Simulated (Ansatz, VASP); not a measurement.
**One calculation of MnSb, two programs**

The input INCAR:

```
SYSTEM = MnSb
ALGO = Normal ; EDIFF = 1E-7
ENCUT = 520 ; GGA = PE
ISIF = 2 ; ISMEAR = -1
ISPIN = 2 ; LASPH = .True.
LCHARG = .False. ; LMAXMIX = 4
LORBIT = 11 ; LREAL = .False.
LWAVE = .False. ; MAGMOM = 0 4
NBANDS = 20 ; NELM = 150
PREC = Accurate ; SIGMA = 0.05
```

Contents of KPOINTS:

```
k-points
0
Gamma
  8 8 8
  0 0 0
```

Contents of POSCAR:

```
MnSb
1.0
    0.0000000000      2.8317967442      2.8317967442
    2.8317967442      0.0000000000      2.8317967442
    2.8317967442      2.8317967442      0.0000000000
Sb Mn
1 1
Direct
    0.5000000000      0.5000000000      0.5000000000
    0.0000000000      0.0000000000      0.0000000000
```

File input.yaml:

```yaml
crystal:
  lattice:
    - [0.0, 2.8317967442, 2.8317967442]
    - [2.8317967442, 0.0, 2.8317967442]
    - [2.8317967442, 2.8317967442, 0.0]
  atoms:
    - { symbol: Sb, position: [0.5, 0.5, 0.5] }
    - { symbol: Mn, position: [0.0, 0.0, 0.0], spin: 4.0 }
hamiltonian:
  xc: pbe
  pseudopotentials: { kind: paw }
magnetization:
  spin_polarized: true
kpoints:
  mp_grid: { grid: [8, 8, 8] }
scf:
  occupations: { method: fermi_dirac, width: 0.05 }
output:
  forces: true
  stress: true
  eigenvalues: true
```

Change from the starting cell: volume scaled by 1.04.

Alike in both runs: task single point; functional PBE; k mesh 8 × 8 × 8; occupations fermi-dirac, width 0.05 eV; collinear spin, ferromagnetic start.

|  | VASP | Ansatz |
| --- | --- | --- |
| version | VASP 6.6.1 | Ansatz 0.2.0 |
| potentials or method | VASP PAW PBE potentials, release 64 (Sb, Mn_pv) | Ansatz PAW |
| plane-wave cutoff (eV) | 520 | 420 |
| valence electrons in the cell | 18 | 30 |

```csv
,VASP,Ansatz,Ansatz less VASP
gap on the k mesh at the Fermi level (eV),none,none,-
pressure (GPa),-2.5,-2.5,-0.01
net moment per atom (μB),1.95,1.95,+0.002
size of the moment on the site where the two differ most (μB),3.83,3.88,+0.059
```

Site moments also hang on the region over which each program counts them. A gap of «none» marks a metal or a gap that the smearing closes. The two sets of potentials don't hold the same shells in valence.

Caveats: a cell with one magnetic atom can't hold antiferromagnetic order, which such compounds often take. Spin-orbit coupling is left out, which matters for the levels of Sb.
